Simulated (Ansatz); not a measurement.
**Ti: electron density at the nuclei under pressure**

```
CELL_PARAMETERS angstrom
0.00000 2.03000 2.03000
2.03000 0.00000 2.03000
2.03000 2.03000 0.00000
ATOMIC_POSITIONS crystal
Ti 0.00000 0.00000 0.00000
```

The cell is COD entry 1534878, as deposited and not checked against the literature; nothing was relaxed.

All numbers below come from DFT, PBE, all-electron PAW with datasets made for the crystal, scalar-relativistic (Ansatz 0.2.0).

Settings: a Γ-centred 15×15×15 k mesh, Fermi–Dirac smearing of 0.05 eV, cutoff 260 eV (chosen by the program for this cell), no spin polarisation.

The contact density is the mean electron density over the nuclear volume; its changes follow the s electrons' response to bonding and compression. Changes below are taken from the unscaled cell, where it is 56839.3 e/Å³ at Ti.

Volumes at which the program chose other datasets or cutoffs are left out.

```csv
V/V(cell),P (GPa),Δρ(0) Ti (e/Å³)
1.0000,4.5,0.00
1.0100,3.3,?
1.0200,2.1,-0.29
1.0400,-0.1,?
1.0600,-2.0,?
```

(1) Fill in "Δρ(0) Ti (e/Å³)" for the row "1.0100".

(2) Give the missing entry: row "1.0400", column "Δρ(0) Ti (e/Å³)".

(3) Give the missing entry: row "1.0600", column "Δρ(0) Ti (e/Å³)".

The datasets are made afresh for each cell, so very small changes are uncertain.

Results:

(1) -0.15.

(2) -0.57.

(3) -0.85.
